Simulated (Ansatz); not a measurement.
Results of RPBE (Ansatz, a program for electronic structure, plane waves, PAW) for rutile RuO₂.

Run with plane-wave cutoff 520 eV, 12×12×18 k mesh (along the axes of the cell as run), Fermi–Dirac smearing 0.05 eV, no spin polarisation, scalar-relativistic PAW data made under PBE.

Shape and atoms are relaxed at each volume.

Pressure at four volumes; x = ln(V/10.866 Å³). One pressure is withheld.

```tsv
V (Å³/atom)	x	P (GPa)
10.432	-0.0408	10.45
10.866	0.0000	0.00
11.084	0.0199	-4.38
11.301	0.0393	?
```

Q: Pass a parabola P(x) through the three rows shown, estimate the bulk modulus and its pressure derivative near zero pressure, and predict the withheld pressure.

A: Slopes between the rows: (0.00 − (10.45))/(0.0000 − (-0.0408)) = -256.13 and (-4.38 − (0.00))/(0.0199 − (0.0000)) = -220.10 GPa. Their difference over the span 0.0607 is c = 36.03/0.0607 = 593.6 GPa, so P(x) = 10.45 + (-256.13)(x − (-0.0408)) + 593.6 (x − (-0.0408))(x − (0.0000)). At the middle row B = −dP/dx = −[-256.13 + 593.6 × 0.0408] = 231.9 GPa, and B′ = dB/dP = 2c/B = 5.1. At x = 0.0393 the parabola gives -8.20 GPa; the run gives -8.26 GPa. The Birch–Murnaghan fit to the energies at all volumes has B0 = 232 GPa and B′ = 4.9.

Measured, for comparison: bulk modulus 270 GPa (room temperature, not corrected to a static lattice; as tabulated in LI and ZENG (2008), arXiv:0807.3251). Computed (rounded) less measured: bulk modulus -14 %.

Note: the bulk modulus comes from volumes at which shape and atoms were relaxed.
